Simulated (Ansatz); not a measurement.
Input of an Ansatz 0.2.0 run:

The input input.yaml:

```yaml
crystal:
  lattice:
    - [1.8807968987, 1.0858785957, 3.5140619945]
    - [-1.8807968987, 1.0858785957, 3.5140619945]
    - [0.0, -2.1717571915, 3.5140619945]
  atoms:
    - { symbol: As, position: [0.226, 0.226, 0.226] }
    - { symbol: As, position: [0.774, 0.774, 0.774] }
hamiltonian:
  xc: pbe
  pseudopotentials: { kind: paw }
kpoints:
  mp_grid: { grid: [7, 7, 7] }
scf:
  occupations: { method: fermi_dirac, width: 0.05 }
output:
  forces: true
  stress: true
elastic:
  mode: relaxed_ion
  stencil: two_point
```

Potentials or basis: Ansatz PAW.

The run is started by

```sh
$ ansatz run input.yaml --threads 2 --pin off --max-ram 5632MiB --backend cpu --events-out ev --progress --plain --runs-dir out
```

Problem. Estimate the Voigt bulk modulus.

Solution. 64 GPa.

Problem. Estimate the pressure.

Solution. 2.6 GPa.

Stress tensor (GPa, compression positive):
```
3.08 0.00 0.00
0.00 3.08 0.00
0.00 0.00 1.54
```

Caveat: elastic constants of metals need much finer meshes, so these are rough.
